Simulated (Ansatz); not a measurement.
GaN (F-43m), comparing deformations

Theory: Ansatz, DFT r2SCAN, scalar-relativistic, plane waves, PAW. Settings: plane waves to 500 eV, k-mesh 10×10×10 (Γ-centred), Gaussian smearing 0.05 eV. No spin polarisation. Energies are free energies at this smearing, counted from the undisturbed cell; pressure is positive in compression.

The starting cell (relaxed at this level; this zinc-blende form isn't the usual structure):

```
Ga N
1.0
     0.00000    2.24894    2.24894
     2.24894    0.00000    2.24894
     2.24894    2.24894    0.00000
Ga N
1 1
Direct
  0.00000 0.00000 0.00000
  0.75000 0.75000 0.75000
```

The cell is strained by ε times a Voigt pattern (xx, yy, zz, yz, xz, xy; engineering shear) with fractional coordinates fixed. τ = (1/V0) dE/dε comes from the stress tensor. Of each scan, only the three points used here are listed.

| pattern | ε | τ (GPa) |
| --- | --- | --- |
| (1, 1, 0, 0, 0, 0) | -0.0150 | -13.79 |
| (1, 1, 0, 0, 0, 0) | 0.0000 | 0.00 |
| (1, 1, 0, 0, 0, 0) | 0.0150 | 12.47 |
| (0, 0, 1, 0, 0, 0) | -0.0150 | -4.32 |
| (0, 0, 1, 0, 0, 0) | 0.0000 | 0.00 |
| (0, 0, 1, 0, 0, 0) | 0.0150 | 4.21 |
| (0, 0, 0, 1, 0, 0) | -0.0075 | -1.50 |
| (0, 0, 0, 1, 0, 0) | 0.0000 | 0.00 |
| (0, 0, 0, 1, 0, 0) | 0.0075 | 1.50 |

Question: Which constants do the scans give, and which deformation costs least for the same size of strain tensor?

Answer: The slope dτ/dε at zero (parabola through three points) is pᵀCp: (1, 1, 0, 0, 0, 0) gives 2(C11 + C12) = 875 GPa; (0, 0, 1, 0, 0, 0) gives C11 = 284 GPa; (0, 0, 0, 1, 0, 0) gives C44 = 200 GPa. The size of the strain tensor, ε:ε, is ε² times 2.0, 1.0, 0.5. Per unit of it the stiffnesses are 438, 284, 401 GPa, so (0, 0, 1, 0, 0, 0) is the softest of these: at ε:ε = (1 %)² the quadratic term costs 1.01 meV/atom against 1.55 for the stiffest. These are clamped-ion values.

Question: What else follows for this cubic crystal?

Answer: From the unrounded slopes C11 = 284.4 and C12 = 153.3 GPa, so B = (C11 + 2 C12)/3 = 197 GPa and the Poisson ratio for a pull along a cube edge is C12/(C11 + C12) = 0.35.

Question: How anisotropic is this cubic crystal?

Answer: Zener's ratio 2 C44/(C11 − C12) = 3.06 with clamped ions; it is 1 for an isotropic solid.

Forces appear on the atoms along this scan, and letting them relax would lower the energy and soften the response.